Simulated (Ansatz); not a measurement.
**KNbO3 (Pm-3m): equation of state**

The task here is to estimate one member of a computed series from the others.

Method: DFT PBE, scalar-relativistic, plane waves, PAW, in Ansatz 0.2.0.

## The system as given

The structure is cubic, space group Pm-3m (No. 221). Conventional cell: a = 4.026 Å, b = 4.026 Å, c = 4.026 Å, α = 90.00°, β = 90.00°, γ = 90.00°. K (site symmetry m-3m) has 12 O at 2.85 Å as nearest neighbours. Nb (site symmetry m-3m) is surrounded by 6 O at 2.01 Å. O (site symmetry 4/mmm) is surrounded by 2 Nb at 2.01 Å and 4 K at 2.85 Å.

Structure file:

```cif
data_structure
_symmetry_space_group_name_H-M 'P 1'
_symmetry_Int_Tables_number 1
_cell_length_a 4.0264
_cell_length_b 4.0264
_cell_length_c 4.0264
_cell_angle_alpha 90.000
_cell_angle_beta 90.000
_cell_angle_gamma 90.000
_cell_volume 65.28
loop_
_atom_site_label
_atom_site_type_symbol
_atom_site_fract_x
_atom_site_fract_y
_atom_site_fract_z
_atom_site_occupancy
K1 K 0.00000 0.00000 0.00000 1
Nb1 Nb 0.50000 0.50000 0.50000 1
O1 O 0.00000 0.50000 0.50000 1
O2 O 0.50000 0.00000 0.50000 1
O3 O 0.50000 0.50000 0.00000 1
```

An earlier run at PBE left this cell at 13.055 Å³/atom and 0.00 GPa (6×6×6 mesh).

Volume factors to run: 0.980, 1.020, 0.960, 1.040.

The first run:

File input.yaml:

```yaml
crystal:
  lattice:
    - [3.9993821167, 0.0, 0.0]
    - [0.0, 3.9993821167, 0.0]
    - [0.0, 0.0, 3.9993821167]
  atoms:
    - { symbol: K, position: [0.0, 0.0, 0.0] }
    - { symbol: Nb, position: [0.5, 0.5, 0.5] }
    - { symbol: O, position: [0.0, 0.5, 0.5] }
    - { symbol: O, position: [0.5, 0.0, 0.5] }
    - { symbol: O, position: [0.5, 0.5, 0.0] }
basis:
  ecutwfc: 420
  ecutrho_ratio: 4
kpoints:
  mp_grid: { grid: [6, 6, 6] }
hamiltonian:
  xc: pbe
scf:
  occupations: { method: gaussian, width: 0.05 }
output:
  forces: true
  stress: true
  eigenvalues: true
```

Launch:

```
ansatz run input.yaml --threads 2 --pin off --max-ram 5120MiB --backend cpu --events-out ev --progress --plain --runs-dir out
```

Steps of the session up to this table: At 0.980 of the relaxed volume; At 1.020 of the relaxed volume; Scaling the volume by 0.960; Scaling the volume by 1.040.

One table of the session follows, with a row left open; its other results are not shown here.

It belongs to the step «Energy and pressure against volume». 

| volume (Å³/atom) | energy (meV/atom) | pressure (GPa) | gap (eV) |
| --- | --- | --- | --- |
| 12.533 | 12.42 | 7.86 | 1.61 |
| 12.794 | 3.01 | 3.71 | 1.57 |
| 13.055 | 0.00 | 0.00 | 1.53 |
| 13.316 | ? | ? | ? |
| 13.577 | 10.70 | -6.31 | 1.45 |

**Question.** Estimate the row for volume (Å³/atom) = 13.316.

Worked estimate for «energy (meV/atom)». A straight line through the neighbours (13.055, 0.00) and (13.577, 10.70) gives 0.00 + (10.70 − 0.00) × (13.316 − 13.055) / (13.577 − 13.055) = 5.35; a parabola fitted to 3 rows on both sides gives 2.56.

**Answer.** energy (meV/atom): 2.71; pressure (GPa): -3.33; gap (eV): 1.49. In «energy (meV/atom)» the line misses by +2.64 and the parabola by -0.15.
